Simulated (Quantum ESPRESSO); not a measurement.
## Li in Quantum ESPRESSO: the effect of target pressure

Crystal: Li.

```
CELL_PARAMETERS angstrom
-1.75465 1.75465 1.75465
1.75465 -1.75465 1.75465
1.75465 1.75465 -1.75465
ATOMIC_POSITIONS crystal
Li 0.00000 0.00000 0.00000
```

Alike in all runs:

```yaml
Program: Quantum ESPRESSO 7.5
Task: relaxation of cell and atoms
Functional: PBEsol
Potentials_or_basis: SSSP 1.3 efficiency PBE
Cutoff: 857 eV
Density_cutoff: 6884 eV
k_mesh: 11 × 11 × 11
Occupations: fermi-dirac, width 0.05 eV
Spin: no spin polarisation
```

Each run relaxes the cell or the atoms first.

```csv
target pressure,relaxed volume (Å³/atom)
0 GPa,20.25
2 GPa,17.98
5 GPa,15.89
10 GPa,13.80
20 GPa,11.51
30 GPa,?
```

**Question.** What does the run with target pressure 30 GPa give?

**Answer.** Relaxed volume 10.18 Å³/atom.

Worked out: In Murnaghan's law V^(-B') rises as a straight line in P. The other rows fit best with B' = 2.8, V0 = 20.22 Å³/atom and B0 = 15 GPa, which gives 10.22 Å³/atom at 30 GPa, against the run's 10.18.

Caveats: the potentials were made for another functional, which shifts forces and pressure; the volume moved by over 15 % at a fixed basis, so the end points are rough (some runs).
